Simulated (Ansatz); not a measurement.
ZrB2: eigenvalues along the path

```yaml
crystal:
  lattice:
    - [3.22830, 0.00000, 0.00000]
    - [-1.61415, 2.79579, 0.00000]
    - [0.00000, 0.00000, 3.52000]
  atoms:
    - { symbol: Zr, position: [0.00000, 0.00000, 0.00000] }
    - { symbol: B, position: [0.33333, 0.66667, 0.50000] }
    - { symbol: B, position: [0.66667, 0.33333, 0.50000] }
```

Atom numbers follow the list: Zr1, B2, B3.

The cell is COD entry 1510856, as deposited and not checked against the literature; nothing was relaxed. The listed cell was then made from it by scaling, straining or moving an atom.

Level of theory: DFT, PBE, all-electron LAPW, scalar-relativistic in Ansatz 0.2.0.

Sampling and basis: a Γ-centred 12×12×9 k mesh, Fermi–Dirac smearing of 0.05 eV, basis error target 1 meV/atom, no spin polarisation.

Path points, in fractions of the reciprocal vectors: Γ (0.000, 0.000, 0.000), M (0.500, 0.000, 0.000), K (0.333, 0.333, 0.000), A (0.000, 0.000, 0.500), L (0.500, 0.000, 0.500), H (0.333, 0.333, 0.500). Levels in eV from the Fermi level; bands 16 to 22, counted from the lowest band of the run. The gap is zero.

```
# k(1/Å) point b16 b17 b18 b19 b20 b21 b22
0.000 Γ -12.63 -2.79 -2.79 -2.53 -2.27 3.16 3.16
0.225 - -12.44 -3.35 -2.79 -2.47 -2.36 3.03 3.05
0.449 - -11.89 -4.58 -2.92 -2.82 -2.07 2.11 2.78
0.674 - -11.05 -5.99 -3.34 -2.94 -2.15 2.34 2.47
0.899 - -9.99 -7.39 -3.63 -3.08 -2.51 2.24 2.42
1.124 M -8.92 -8.58 -3.73 -3.14 -2.69 2.16 2.16
1.253 - -8.85 -8.55 -3.80 -3.67 -2.04 1.00 3.42
1.383 - -8.64 -8.46 -4.67 -3.50 -1.20 -0.05 3.27
1.513 - -8.33 -8.32 -5.55 -3.22 -0.96 -0.29 2.54
1.643 - -8.12 -7.96 -6.38 -2.84 -1.73 0.68 1.93
1.772 K -7.85 -7.85 -6.84 -2.35 -2.35 1.46 1.46
2.032 - -9.18 -7.13 -5.89 -3.12 -1.07 0.62 0.98
2.291 - -10.56 -6.12 -4.52 -3.31 -0.66 0.49 1.11
2.551 - -11.65 -4.85 -3.33 -3.03 -1.66 1.80 2.05
2.810 - -12.37 -3.50 -2.82 -2.53 -2.30 2.93 2.97
3.070 Γ -12.63 -2.79 -2.79 -2.53 -2.27 3.16 3.16
3.248 - -12.48 -3.48 -2.70 -2.70 -1.36 2.42 2.42
3.427 - -12.08 -4.60 -2.42 -2.42 -0.33 1.43 1.43
3.605 - -11.50 -5.68 -1.98 -1.98 0.67 0.67 0.70
3.784 - -10.92 -6.56 -1.44 -1.44 0.20 0.20 1.12
3.962 A -10.64 -6.93 -1.12 -1.12 0.04 0.04 0.67
4.187 - -10.60 -6.66 -2.36 -2.08 -0.02 0.93 1.00
4.412 - -10.47 -5.91 -4.02 -3.18 -1.16 1.69 1.98
4.637 - -10.26 -5.49 -4.95 -4.00 -2.02 2.74 2.86
4.861 - -10.00 -6.56 -4.50 -4.26 -2.28 3.39 3.55
5.086 L -9.86 -6.98 -4.67 -4.11 -2.19 3.73 3.73
5.216 - -9.82 -7.08 -4.70 -4.02 -2.23 3.75 3.92
5.346 - -9.68 -7.36 -4.75 -3.75 -2.34 3.81 4.39
5.475 - -9.45 -7.78 -4.82 -3.38 -2.50 3.88 4.94
5.605 - -9.13 -8.25 -4.87 -3.01 -2.66 3.95 5.38
5.735 H -8.72 -8.72 -4.88 -2.79 -2.79 3.98 5.71
5.994 - -9.52 -7.63 -4.78 -3.16 -2.83 3.72 4.84
6.254 - -10.08 -6.21 -4.37 -4.31 -2.41 2.98 3.72
6.513 - -10.41 -5.59 -4.50 -3.54 -1.50 1.95 2.57
6.773 - -10.59 -6.57 -2.60 -2.29 -0.20 1.01 1.27
7.032 A -10.64 -6.93 -1.12 -1.12 0.04 0.04 0.67
```
